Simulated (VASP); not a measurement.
Input of a VASP 6.6.1 run:

The input INCAR:

```
SYSTEM = SnSe
ALGO = Normal
EDIFF = 1E-6
EDIFFG = -0.01
ENCUT = 600
GGA = PE
IBRION = 2
ISIF = 3
ISMEAR = 0
LASPH = .TRUE.
LCHARG = .FALSE.
LREAL = .FALSE.
LWAVE = .FALSE.
NELM = 80
NSW = 90
PREC = Accurate
PSTRESS = 501.0
SIGMA = 0.03
```

KPOINTS

```
k-points
0
G
  8 8 8
  0 0 0
```

POSCAR

```
SnSe
1.0
    3.1821000000      0.0000000000      0.0000000000
    0.0000000000      3.1821000000      0.0000000000
    0.0000000000      0.0000000000      3.1821000000
Sn Se
1 1
Direct
    0.5000000000      0.5000000000      0.5000000000
    0.0000000000      0.0000000000      0.0000000000
```

Potentials or basis: VASP PAW PBE potentials, release 64 (Sn_d, Se).

Launch:

```bash
$ cat potpaw_PBE.64/Sn_d/POTCAR potpaw_PBE.64/Se/POTCAR > POTCAR
$ mpirun -np 1 vasp_std > vasp.out
```

**Question.** Estimate the space group after relaxing (to 0.05 Å).

**Answer.** Pm-3m (No. 221).

**Question.** What does it give for the band gap on the k mesh?

**Answer.** None (metal or under the smearing width).

**Question.** Predict the relaxed cell.

**Answer.** a = 3.214 Å, b = 3.214 Å, c = 3.214 Å, α = 90.00°, β = 90.00°, γ = 90.00°.

Final structure:
```yaml
crystal:
  lattice:
    - [3.21381, 0.00000, 0.00000]
    - [0.00000, 3.21381, 0.00000]
    - [0.00000, 0.00000, 3.21381]
  atoms:
    - { symbol: Sn, position: [0.50000, 0.50000, 0.50000] }
    - { symbol: Se, position: [0.00000, 0.00000, 0.00000] }
```
